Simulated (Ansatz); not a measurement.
A surface is cut from this relaxed crystal of Ta:

Space group Im-3m (No. 229). a = 3.319 Å, b = 3.319 Å, c = 3.319 Å, α = 90.00°, β = 90.00°, γ = 90.00°
```csv
atom,site,symmetry,x,y,z
Ta,2a,m-3m,0.0000,0.0000,0.0000
```

Miller indices refer to the conventional cell of Im-3m (No. 229), a = 3.319 Å, b = 3.319 Å, c = 3.319 Å, α = 90.00°, β = 90.00°, γ = 90.00°.

Consider the (110) slab of 5 planes, 9.4 Å thick with 15 Å of vacuum as cut; outer planes Ta (top) and Ta (bottom), all atoms relaxed.

Computed with DFT PBE, scalar-relativistic, plane waves, PAW (Ansatz 0.2.0). Settings: cutoff 420 eV, Γ-centred mesh 13×13×1 on the computed 5-atom cell, Gaussian smearing of 0.10 eV; no spin polarisation. The cell repeats along c with a dipole correction in the vacuum.

(1) Estimate the surface energy (mean of both faces).

(2) Estimate the work function.

(3) The top two planes lie 2.347 Å apart in the bulk. How does relaxation change this?

Spin-orbit coupling is left out, which matters for the bands of heavy elements.

Answers

(1) 2.38 J/m².

(2) 4.76 eV.

(3) The spacing becomes 2.243 Å (-4.4 %).